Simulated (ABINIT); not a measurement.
The system is Pt.

```
CELL_PARAMETERS angstrom
0.00000 1.96090 1.96090
1.96090 0.00000 1.96090
1.96090 1.96090 0.00000
ATOMIC_POSITIONS crystal
Pt 0.00000 0.00000 0.00000
```

Base run:

* Program: ABINIT 10.8.3 (patched build)
* Functional: LDA-PZ
* Potentials or basis: JTH PAW LDA v2.0
* Cutoff: 544 eV
* k mesh: 12 × 12 × 12
* Occupations: fermi-dirac, width 0.05 eV
* Spin: no spin polarisation

Its results: band gap on the k mesh none (metal or under the smearing width); pressure -5.5 GPa.

Task: After a change of settings the same cell gave: band gap on the k mesh none (metal or under the smearing width); pressure 14.9 GPa. Which change was it?
A. functional from LDA-PZ to RPBE; potentials or basis from JTH PAW LDA v2.0 to JTH PAW PBE v2.0
B. functional from LDA-PZ to LDA; potentials or basis from JTH PAW LDA v2.0 to PseudoDojo NC SR LDA v0.4 stringent; cutoff from 544 eV to 1034 eV; valence electrons from 10 to 18
C. functional from LDA-PZ to LDA; k mesh from 12 × 12 × 12 to 10 × 10 × 10

Result: A.

Caveats: spin-orbit coupling is left out, which moves the levels of the heavy elements; the PAW data sets were made with another functional, which shifts forces and pressure a little (some runs).

Runs at the PBE level aren't shown here.
